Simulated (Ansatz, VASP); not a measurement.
# Mg2Ge: VASP beside Ansatz

File INCAR:

```
PREC = Accurate
ENCUT = 520
EDIFF = 1E-7
ISMEAR = -1
SIGMA = 0.05
LREAL = F
LASPH = T
NELM = 60
ALGO = Normal
ISIF = 2
LWAVE = F
LCHARG = F
GGA = PS
NBANDS = 16
```

File KPOINTS:

```
regular mesh
0
Gamma
  7 7 7
```

File POSCAR:

```
Mg2Ge
1.0
    0.0000000000      3.1675966705      3.1675966705
    3.1675966705      0.0000000000      3.1675966705
    3.1675966705      3.1675966705      0.0000000000
Ge Mg
1 2
Direct
    0.0000000000      0.0000000000      0.0000000000
    0.7500000000      0.7500000000      0.7500000000
    0.2500000000      0.2500000000      0.2500000000
```

The input input.yaml:

```yaml
crystal:
  lattice:
    - [0.0, 3.1675966705, 3.1675966705]
    - [3.1675966705, 0.0, 3.1675966705]
    - [3.1675966705, 3.1675966705, 0.0]
  atoms:
    - { symbol: Ge, position: [0.0, 0.0, 0.0] }
    - { symbol: Mg, position: [0.75, 0.75, 0.75] }
    - { symbol: Mg, position: [0.25, 0.25, 0.25] }
hamiltonian:
  xc: pbesol
  pseudopotentials: { kind: paw }
kpoints:
  mp_grid: { grid: [7, 7, 7] }
scf:
  occupations: { method: fermi_dirac, width: 0.05 }
output:
  forces: true
  stress: true
  eigenvalues: true
```

Change from the starting cell: volume scaled by 0.98.

Alike in both runs: task single point; functional PBEsol; k mesh 7 × 7 × 7; occupations fermi-dirac, width 0.05 eV; no spin polarisation.

|  | VASP | Ansatz |
| --- | --- | --- |
| version | VASP 6.6.1 | Ansatz 0.2.0 |
| potentials or method | VASP PAW PBE potentials, release 64 (Ge_d, Mg) | Ansatz PAW |
| plane-wave cutoff (eV) | 520 | 420 |
| valence electrons in the cell | 18 | 34 |

Ansatz gave:

* gap on the k mesh at the Fermi level (eV): 0.21
* least direct gap on the mesh (eV): 1.11
* pressure (GPa): 0.7

Problem. What did VASP give for the same quantities?

Solution. gap on the k mesh at the Fermi level (eV): 0.21; least direct gap on the mesh (eV): 1.11; pressure (GPa): 0.6.

The functional is the same, so the differences come from potentials, cutoffs and numerics. The two sets of potentials don't hold the same shells in valence.

Caveats: the PAW data sets were made with another functional, which shifts forces and pressure a little (VASP); an odd mesh through Γ misses points on the zone boundary, where band edges often lie (VASP); odd divisions of the mesh miss points on the zone boundary, where band edges often lie, so the gap on the mesh can be too wide (Ansatz); the PAW data sets come from PBE, with cores solved anew for the run's functional, which leaves a small shift of forces and pressure (Ansatz).
